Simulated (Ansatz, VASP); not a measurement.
## Two plane-wave programs on BeS

File INCAR:

```
PREC = Accurate ; ENCUT = 520
EDIFF = 1E-8 ; ISMEAR = 0
SIGMA = 0.01 ; LREAL = Auto
LASPH = True ; NELM = 60
ALGO = Normal ; ISIF = 2
LWAVE = False ; LCHARG = False
GGA = PE ; LEFG = True
NBANDS = 46
```

File KPOINTS:

```
regular mesh
0
Gamma
  4 4 4
```

The input POSCAR:

```
BeS
1.0
    0.0000000000      4.8500000000      4.8500000000
    4.8500000000      0.0000000000      4.8500000000
    4.8500000000      4.8500000000      0.0000000000
Be S
8 8
Direct
    0.0000000000      0.0000000000      0.0000000000
    0.0000000000      0.0000000000      0.5000000000
    0.0000000000      0.5000000000      0.0000000000
    0.0000000000      0.5000000000      0.5000000000
    0.5000000000      0.0000000000      0.0000000000
    0.5000000000      0.0000000000      0.5000000000
    0.5000000000      0.5000000000      0.0000000000
    0.5000000000      0.5000000000      0.5000000000
    0.1250000000      0.1250000000      0.1250000000
    0.1250000000      0.1250000000      0.6250000000
    0.1250000000      0.6250000000      0.1250000000
    0.1250000000      0.6250000000      0.6250000000
    0.6250000000      0.1250000000      0.1250000000
    0.6250000000      0.1250000000      0.6250000000
    0.6250000000      0.6250000000      0.1250000000
    0.6250000000      0.6250000000      0.6250000000
```

Input for Ansatz:

```yaml
crystal:
  lattice:
    - [0.0, 4.85, 4.85]
    - [4.85, 0.0, 4.85]
    - [4.85, 4.85, 0.0]
  atoms:
    - { symbol: Be, position: [0.0, 0.0, 0.0] }
    - { symbol: Be, position: [0.0, 0.0, 0.5] }
    - { symbol: Be, position: [0.0, 0.5, 0.0] }
    - { symbol: Be, position: [0.0, 0.5, 0.5] }
    - { symbol: Be, position: [0.5, 0.0, 0.0] }
    - { symbol: Be, position: [0.5, 0.0, 0.5] }
    - { symbol: Be, position: [0.5, 0.5, 0.0] }
    - { symbol: Be, position: [0.5, 0.5, 0.5] }
    - { symbol: S, position: [0.125, 0.125, 0.125] }
    - { symbol: S, position: [0.125, 0.125, 0.625] }
    - { symbol: S, position: [0.125, 0.625, 0.125] }
    - { symbol: S, position: [0.125, 0.625, 0.625] }
    - { symbol: S, position: [0.625, 0.125, 0.125] }
    - { symbol: S, position: [0.625, 0.125, 0.625] }
    - { symbol: S, position: [0.625, 0.625, 0.125] }
    - { symbol: S, position: [0.625, 0.625, 0.625] }
kpoints:
  mp_grid: { grid: [4, 4, 4] }
scf:
  occupations: { method: fixed }
hamiltonian:
  xc: pbe
  pseudopotentials: { kind: paw }
output:
  forces: true
  efg:
    quadrupole_moments_barn: { Be: 0.05288, S: -0.0694 }
    contact_densities: true
  core_levels:
    shells: { S: "2p" }
    counted_from: valence_top
    eps_inf: [5.269, 5.269, 5.269]
```

Alike in both runs: task electric field gradients; functional PBE; k mesh 4 × 4 × 4; no spin polarisation.

|  | VASP | Ansatz |
| --- | --- | --- |
| version | VASP 6.6.1 | Ansatz 0.2.0 |
| potentials or method | VASP PAW PBE potentials, release 64 (Be, S) | plane-wave PAW, scalar-relativistic |
| plane-wave cutoff (eV) | 520 | 420 |
| occupations | gaussian, width 0.01 eV | fixed |
| valence electrons in the cell | 64 | 64 |

```csv
,VASP,Ansatz,Ansatz less VASP
gap on the k mesh at the Fermi level (eV),3.11,3.11,-0.001
Vzz of the field gradient on the site that differs most (V/Å²),0.0,0.0,0.00
```

A k mesh can miss the band edges. A hybrid or GW would open this gap; PBE tends to underestimate it.
